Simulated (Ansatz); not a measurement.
## SnTe₂: from a trial structure to a relaxed crystal

Level of theory: Ansatz 0.2.0, DFT PBE, scalar-relativistic, plane waves, PAW. Cutoff 420 eV, Γ-centred k mesh, Gaussian smearing, no spin polarisation in the final step.

The start puts SnTe₂ on the fluorite structure type (Fm-3m, No. 225), with Sn in place of Ca, Te in place of F, at a guessed volume.

```
Sn Te
1.0
     0.00000    3.55138    3.55138
     3.55138    0.00000    3.55138
     3.55138    3.55138    0.00000
Sn Te
1 2
Cartesian
  0.0000 0.0000 0.0000
  1.7757 1.7757 1.7757
  5.3271 5.3271 5.3271
```

Cell and atoms relax at zero pressure; the relaxation can't lower the symmetry of the start. After a coarse first stage the cell is made exact in the group found at 0.06 Å.

Energies over the elements count from the elements' standard structures at the same level, with no empirical corrections.

**Question.** What does it relax into?

**Answer.** It keeps Fm-3m (No. 225). The result has the fluorite structure. Conventional cell: a = 7.449 Å. Around Sn lie 8 Te at 3.23 Å; Te has 4 Sn at 3.23 Å and 6 Te at 3.72 Å.

Space group Fm-3m (No. 225). a = 7.449 Å, b = 7.449 Å, c = 7.449 Å, α = 90.00°, β = 90.00°, γ = 90.00°
```csv
atom,site,symmetry,x,y,z
Sn,4a,m-3m,0.0000,0.0000,0.0000
Te,8c,-43m,0.2500,0.7500,0.7500
```

**Question.** What are its volume, energy, density and gap?

**Answer.** The volume per atom is 34.44 Å³. The density is 6.01 g/cm³, the energy over the elements is 0.13 eV/atom and the gap on the 12×12×12 mesh is 0 eV (a metal).

The final run used a 12×12×12 mesh on its 3-atom cell and 0.10 eV smearing. For metals, differences of a few meV/atom aren't resolved. Spin–orbit coupling is left out. A structure relaxed within its symmetry needn't be a true minimum. The steps took of the order of 15 core-seconds in all.

Cost: 3 runs of about 0.25 core-minutes in all, on Intel Xeon 6975P-C (Granite Rapids) (shared hosts).